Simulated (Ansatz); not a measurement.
System: cubic perovskite LaAlO₃ (cubic high-temperature phase). Method: HSE06 in Ansatz (plane waves, PAW).

Settings: plane-wave cutoff 500 eV, 6×6×6 k mesh, gaussian smearing 0.02 eV, scalar-relativistic PAW data made under PBE.

Cell (relaxed at this level):

Space group Pm-3m (No. 221); a = b = c = 3.776 Å, α = β = γ = 90.00°

```tsv
atom	site	symmetry	x	y	z
La	1a	m-3m	0.0000	0.0000	0.0000
Al	1b	m-3m	0.5000	0.5000	0.5000
O	3c	4/mm.m	0.0000	0.5000	0.5000
```

### Question
Predict the band gap.

### Answer

band gap: 4.88 eV (on the SCF k mesh)

Note: the relaxation could not lower the start's symmetry, so the cell can be a saddle point above a distorted one.

Spin–orbit coupling is not included.

Computing time: very roughly 7 core-minutes.

Ansatz is a first-principles code.
